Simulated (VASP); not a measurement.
# TaN (P-6m2) in VASP: a series of runs, part 2 of 3

VASP 6.6.1. The steps go on from the part before.

## Step 3: Equation of state, r2SCAN, 10.13 Å³/atom (volume scaled by 0.94)

The input, INCAR:

```
SYSTEM = TaN
PREC = Accurate ; ENCUT = 520
EDIFF = 1E-6 ; ISMEAR = -1
SIGMA = 0.05 ; LREAL = .FALSE.
LASPH = .TRUE. ; NELM = 80
ALGO = Normal ; ISIF = 2
LWAVE = .FALSE. ; LCHARG = .FALSE.
METAGGA = R2SCAN ; LMIXTAU = .TRUE.
```

The input, KPOINTS:

```
Automatic mesh
0
G
  10 10 9
  0 0 0
```

The input, POSCAR:

```
TaN
1.0
    2.8780239874      0.0000000000      0.0000000000
   -1.4390119937      2.4924418858      0.0000000000
    0.0000000000      0.0000000000      2.8241467514
Ta N
1 1
Direct
    0.0000000000      0.0000000000      0.5000000000
    0.6666666667      0.3333333333      0.0000000000
```

Potentials or basis: VASP PAW PBE potentials, release 64 (Ta_pv, N).

Started as:

```sh
$ cat potpaw_PBE.64/Ta_pv/POTCAR potpaw_PBE.64/N/POTCAR > POTCAR
$ mpirun -np 1 vasp_std > vasp.out
```

OUTCAR:

```text
SYSTEM = TaN
   PREC = Accurate
   ENCUT = 520
   EDIFF = 1E-6
   ISMEAR = -1
   LREAL = .FALSE.
   LASPH = .TRUE.
   NELM = 80
   ISIF = 2
   METAGGA = R2SCAN

 Found     70 irreducible k-points:

 Following reciprocal coordinates:
            Coordinates               Weight
  0.000000  0.000000  0.000000      1.000000
  0.100000 -0.000000  0.000000      6.000000
  0.200000 -0.000000  0.000000      6.000000
  0.300000  0.000000  0.000000      6.000000
  0.400000 -0.000000  0.000000      6.000000
  0.500000 -0.000000  0.000000      3.000000
   k-points           NKPTS =     70   k-points in BZ     NKDIM =     70   number of bands    NBANDS=     12
   number of dos      NEDOS =    301   number of ions     NIONS =      2
   total plane-waves  NPLWV =  13824
   dimension x,y,z NGX =    24 NGY =   24 NGZ =   24
   dimension x,y,z NGXF=    48 NGYF=   48 NGZF=   48
   ions per type =               1   1
   NGX,Y,Z   is equivalent  to a cutoff of  13.86, 13.86, 14.13 a.u.
   NGXF,Y,Z  is equivalent  to a cutoff of  27.73, 27.73, 28.26 a.u.
 SYSTEM =  TaN
   PREC   = accura    normal or accurate (medium, high low for compatibility)
   ISTART =      0    job   : 0-new  1-cont  2-samecut
   ICHARG =      2    charge: 1-file 2-atom 10-const
   ISPIN  =      1    spin polarized calculation?
   LNONCOLLINEAR =      F non collinear calculations
   LSORBIT =      F    spin-orbit coupling
   LASPH  =      T    aspherical Exc in radial PAW
   ENCUT  =  520.0 eV  38.22 Ry    6.18 a.u.   5.35  5.35  5.25*2*pi/ulx,y,z
   NELM   =     80;   NELMIN=  2; NELMDL= -5     # of ELM steps
   EDIFF  = 0.1E-05   stopping-criterion for ELM
   LREAL  =      F    real-space projection
   EDIFFG = 0.1E-04   stopping-criterion for IOM
   NSW    =      0    number of steps for IOM
   IBRION =     -1    ionic relax: 0-MD 1-quasi-New 2-CG
   NFREE  =      0    steps in history (QN), initial steepest desc. (CG)
   ISIF   =      2    stress and relaxation
   ISYM   =      2    0-nonsym 1-usesym 2-fastsym
   POTIM  = 0.5000    time-step for ionic-motion
   TEBEG  =    0.0;   TEEND  =   0.0 temperature during run
   PSTRESS=    0.0 pullay stress
   NELECT =      16.0000    total number of electrons
   NUPDOWN=      -1.0000    fix difference up-down
   EMIN   =  10.00;   EMAX   =-10.00  energy-range for DOS
   EFERMI =   0.00;   METHOD = LEGACY
   ISMEAR =    -1;   SIGMA  =   0.05  broadening in eV -4-tet -1-fermi 0-gaus
[... 19 lines left out ...]
 NGX is ok and might be reduce to    24
   NGX = 11   NGY = 11   NGZ = 11

 number of electron      15.9999999 magnetization

 Free energy of the ion-electron system (eV)
  ---------------------------------------------------
  ext. energy  EPLUGINS =         0.00000000
  ---------------------------------------------------
  free energy    TOTEN  =       -60.28485155 eV

  energy without entropy =      -60.28464419  energy(sigma->0) =      -60.28474787

 E-fermi :   8.9567     XC(G=0): -14.7391

 val. band max:        8.8082710211   @ k =   0.0000   0.0000   0.4444
 cond. band min:       9.1655783246   @ k =   0.0000   0.0000   0.3333
 fundamental gap:      0.3573073036
 Fermi energy:         8.9566853545

 k-point     1 :       0.0000    0.0000    0.0000
  band No.  band energies     occupation
      1     -27.0752      2.00000
      2     -26.7786      2.00000
      3     -26.7786      2.00000
      4     -10.4157      2.00000
      5       3.7569      2.00000
      6       3.7569      2.00000
      7       4.1827      2.00000
      8       5.6582      2.00000
      9      11.8527      0.00000
     10      12.9431      0.00000
     11      12.9431      0.00000
     12      13.4772      0.00000
[... 61 lines left out ...]
 k-point     6 :       0.5000   -0.0000    0.0000
  band No.  band energies     occupation
      1     -28.1058      2.00000
      2     -27.0741      2.00000
      3     -26.8875      2.00000
      4      -7.8932      2.00000
      5      -0.0961      2.00000
      6       3.0913      2.00000
      7       4.9986      2.00000
      8       5.3502      2.00000
      9      12.3519      0.00000
     10      13.4136      0.00000
     11      14.8076      0.00000
     12      14.8091      0.00000

 [... further k-points ...]

------------------------ aborting loop because EDIFF is reached ----------------------------------------

  FORCE on cell =-STRESS in cart. coord.  units (eV):
  Direction    XX          YY          ZZ          XY          YZ          ZX
  --------------------------------------------------------------------------------------
  -------------------------------------------------------------------------------------
  Total        3.2840948      3.2840948      3.7754601      0.0000000     -0.0000000      0.0000000
  in kB      259.7284722    259.7284723    298.5889658      0.0000000     -0.0000000      0.0000000
  external PRESSURE =     272.6819701 kB  Pullay stress =       0.0000000 kB

 VOLUME and BASIS-vectors are now :
 -----------------------------------------------------------------------------
  energy-cutoff  :      520.00
  volume of cell :       20.26
      direct lattice vectors                 reciprocal lattice vectors
     2.878023987  0.000000000  0.000000000     0.347460620  0.200606483  0.000000000
    -1.439011994  2.492441886  0.000000000     0.000000000  0.401212965  0.000000000
     0.000000000  0.000000000  2.824146751     0.000000000  0.000000000  0.354089248

 POSITION                                       TOTAL-FORCE (eV/Angst)
 -----------------------------------------------------------------------------------
      0.00000      0.00000      1.41207         0.000000     -0.000000      0.000000
      1.43901      0.83081      0.00000        -0.000000      0.000000      0.000000
 -----------------------------------------------------------------------------------
    total drift:                                0.000001     -0.000000      0.000000

  FREE ENERGIE OF THE ION-ELECTRON SYSTEM (eV)
  ---------------------------------------------------
  free  energy   TOTEN  =       -60.2848515541 eV

  energy  without entropy=      -60.2846441924  energy(sigma->0) =      -60.28474787
```

stdout:

```text
POSCAR found type information on POSCAR TaN
 POSCAR found :  2 types and       2 ions
 scaLAPACK will be used
 -----------------------------------------------------------------------------
|                                                                             |
|                                                                             |
|     You enforced a specific xc type in the INCAR file but a different       |
|     I HOPE YOU KNOW WHAT YOU ARE DOING!                                     |
|                                                                             |
 -----------------------------------------------------------------------------

 LDA part: xc-table for (None), standard interpolation
 POSCAR, INCAR and KPOINTS ok, starting setup
 FFT: planning ... GRIDC
 FFT: planning ... GRID_SOFT
 FFT: planning ... GRID
 WAVECAR not read
 entering main loop
```

Wall time 56 s (1 thread of AMD EPYC 9R45 (Zen 5), shared host); peak memory 0.13 GiB.

What came out:

- Free energy: -60.2849 eV
- Pressure: 27.3 GPa
- Band gap on the k mesh: none (metal or under the smearing width)

Caveat: the PAW data sets were made with another functional, which shifts forces and pressure a little.

## Step 4: Equation of state, r2SCAN, 10.34 Å³/atom (volume scaled by 0.96)

The input, INCAR:

```
SYSTEM = TaN
  PREC = Accurate
  ENCUT = 520
  EDIFF = 1E-6
  ISMEAR = -1
  SIGMA = 0.05
  LREAL = .FALSE.
  LASPH = .TRUE.
  NELM = 80
  ALGO = Normal
  ISIF = 2
  LWAVE = .FALSE.
  LCHARG = .FALSE.
  METAGGA = R2SCAN
  LMIXTAU = .TRUE.
```

KPOINTS is that of step 3.

The input, POSCAR:

```
TaN
1.0
    2.8982924298      0.0000000000      0.0000000000
   -1.4491462149      2.5099948717      0.0000000000
    0.0000000000      0.0000000000      2.8440357641
Ta N
1 1
Direct
    0.0000000000      0.0000000000      0.5000000000
    0.6666666667      0.3333333333      0.0000000000
```

Started as:

```sh
$ cat potpaw_PBE.64/Ta_pv/POTCAR potpaw_PBE.64/N/POTCAR > POTCAR
$ mpirun -np 1 vasp_std > vasp.out
```

It took 57 s on 1 thread of AMD EPYC 9R45 (Zen 5), shared host; peak memory 0.13 GiB.

It converged, with:

- Free energy: -60.3456 eV
- Pressure: 17.7 GPa
- Band gap on the k mesh: none (metal or under the smearing width)

Caveat: the PAW data sets were made with another functional, which shifts forces and pressure a little.

## Step 5: Equation of state, r2SCAN, 10.56 Å³/atom (volume scaled by 0.98)

The input, INCAR:

```
SYSTEM = TaN
  PREC = Accurate
  ENCUT = 520
  EDIFF = 1E-6
  ISMEAR = -1
  SIGMA = 0.05
  LREAL = .False.
  LASPH = .True.
  NELM = 100
  ALGO = Normal
  ISIF = 2
  LWAVE = .False.
  LCHARG = .False.
  METAGGA = R2SCAN
  LMIXTAU = .True.
```

The input, KPOINTS:

```
regular mesh
0
Gamma
  10 10 9
  0 0 0
```

The input, POSCAR:

```
TaN
1.0
    2.9182812851      0.0000000000      0.0000000000
   -1.4591406425      2.5273057282      0.0000000000
    0.0000000000      0.0000000000      2.8636504237
Ta N
1 1
Direct
    0.0000000000      0.0000000000      0.5000000000
    0.6666666667      0.3333333333      0.0000000000
```

Started as:

```sh
$ cat potpaw_PBE.64/Ta_pv/POTCAR potpaw_PBE.64/N/POTCAR > POTCAR
$ mpirun -np 1 vasp_std > vasp.out
```

It took 56 s on 1 thread of AMD EPYC 9R45 (Zen 5), shared host; peak memory 0.13 GiB.

It converged, with:

```yaml
Free_energy: -60.3820 eV
Pressure: 9.1 GPa
Band_gap_on_the_k_mesh: none (metal or under the smearing width)
```

Caveat: the PAW data sets were made with another functional, which shifts forces and pressure a little.

## Step 6: Equation of state, r2SCAN, 10.99 Å³/atom (volume scaled by 1.02)

The input, INCAR:

```
PREC     = Accurate       # precision mode
ENCUT    = 520            # plane-wave cutoff, eV
EDIFF    = 1E-6           # SCF threshold, eV
ISMEAR   = -1             # smearing method
SIGMA    = 0.05           # smearing width, eV
LREAL    = False          # projectors in reciprocal space
LASPH    = True           # aspherical terms in the spheres
NELM     = 60             # most SCF steps
ALGO     = Normal         # electronic algorithm
ISIF     = 2              # what is computed and relaxed
LWAVE    = False          # write WAVECAR
LCHARG   = False          # write CHGCAR
METAGGA  = R2SCAN         # meta-GGA
LMIXTAU  = True
```

The input, KPOINTS:

```
regular mesh
0
Gamma
  10 10 9
```

The input, POSCAR:

```
TaN
1.0
    2.9574575207      0.0000000000      0.0000000000
   -1.4787287603      2.5612333435      0.0000000000
    0.0000000000      0.0000000000      2.9020932717
Ta N
1 1
Direct
    0.0000000000      0.0000000000      0.5000000000
    0.6666666667      0.3333333333      0.0000000000
```

Potentials or basis: VASP PAW PBE potentials, release 64 (Ta_pv, N).

Started as:

```sh
$ cat potpaw_PBE.64/Ta_pv/POTCAR potpaw_PBE.64/N/POTCAR > POTCAR
$ mpirun -np 1 vasp_std > vasp.out
```

It took 59 s on 1 thread of AMD EPYC 9R45 (Zen 5), shared host; peak memory 0.13 GiB.

It converged, with:

| Property | Result |
| --- | --- |
| Free energy | -60.3910 eV |
| Pressure | -5.6 GPa |
| Band gap on the k mesh | none (metal or under the smearing width) |

Caveat: the PAW data sets were made with another functional, which shifts forces and pressure a little.

## Step 7: Equation of state, r2SCAN, 11.21 Å³/atom (volume scaled by 1.04)

The input, INCAR:

```
SYSTEM = TaN
PREC = Accurate ; ENCUT = 520
EDIFF = 1E-7 ; ISMEAR = -1
SIGMA = 0.05 ; LREAL = .False.
LASPH = .True. ; NELM = 100
ALGO = Normal ; ISIF = 2
LWAVE = .False. ; LCHARG = .False.
METAGGA = R2SCAN ; LMIXTAU = .True.
```

The input, KPOINTS:

```
Automatic mesh
0
Gamma
  10 10 9
  0 0 0
```

The input, POSCAR:

```
TaN
1.0
    2.9766623284      0.0000000000      0.0000000000
   -1.4883311642      2.5778651949      0.0000000000
    0.0000000000      0.0000000000      2.9209385612
Ta N
1 1
Direct
    0.0000000000      0.0000000000      0.5000000000
    0.6666666667      0.3333333333      0.0000000000
```

Started as:

```sh
$ cat potpaw_PBE.64/Ta_pv/POTCAR potpaw_PBE.64/N/POTCAR > POTCAR
$ mpirun -np 1 vasp_std > vasp.out
```

Wall time 65 s (1 thread of AMD EPYC 9R45 (Zen 5), shared host); peak memory 0.13 GiB.

Results (log left out):

| Quantity | Value |
| --- | --- |
| Free energy | -60.3679 eV |
| Pressure | -11.8 GPa |
| Band gap on the k mesh | none (metal or under the smearing width) |

Caveat: the PAW data sets were made with another functional, which shifts forces and pressure a little.

## Step 8: Equation of state, r2SCAN, 11.42 Å³/atom (volume scaled by 1.06)

The input, INCAR:

```
SYSTEM = TaN
PREC     = Accurate       ! precision mode
ENCUT    = 520            ! plane-wave cutoff, eV
EDIFF    = 1E-7           ! SCF threshold, eV
ISMEAR   = -1             ! smearing method
SIGMA    = 0.05           ! smearing width, eV
LREAL    = .FALSE.        ! projectors in reciprocal space
LASPH    = .TRUE.         ! aspherical terms in the spheres
NELM     = 100            ! most SCF steps
ALGO     = Normal         ! electronic algorithm
ISIF     = 2              ! what is computed and relaxed
LWAVE    = .FALSE.        ! write WAVECAR
LCHARG   = .FALSE.        ! write CHGCAR
METAGGA  = R2SCAN         ! meta-GGA
LMIXTAU  = .TRUE.
```

The input, KPOINTS:

```
regular mesh
0
G
  10 10 9
  0 0 0
```

The input, POSCAR:

```
TaN
1.0
    2.9956224723      0.0000000000      0.0000000000
   -1.4978112361      2.5942851611      0.0000000000
    0.0000000000      0.0000000000      2.9395437670
Ta N
1 1
Direct
    0.0000000000      0.0000000000      0.5000000000
    0.6666666667      0.3333333333      0.0000000000
```

Started as:

```sh
$ cat potpaw_PBE.64/Ta_pv/POTCAR potpaw_PBE.64/N/POTCAR > POTCAR
$ mpirun -np 1 vasp_std > vasp.out
```

Run time: 65 s. Hardware: 1 thread of AMD EPYC 9R45 (Zen 5), shared host; peak memory 0.13 GiB.

It converged, with:

| Item | Value |
| --- | --- |
| Free energy | -60.3288 eV |
| Pressure | -17.5 GPa |
| Band gap on the k mesh | none (metal or under the smearing width) |

Caveat: the PAW data sets were made with another functional, which shifts forces and pressure a little.

(Part 2 of 3 ends here.)
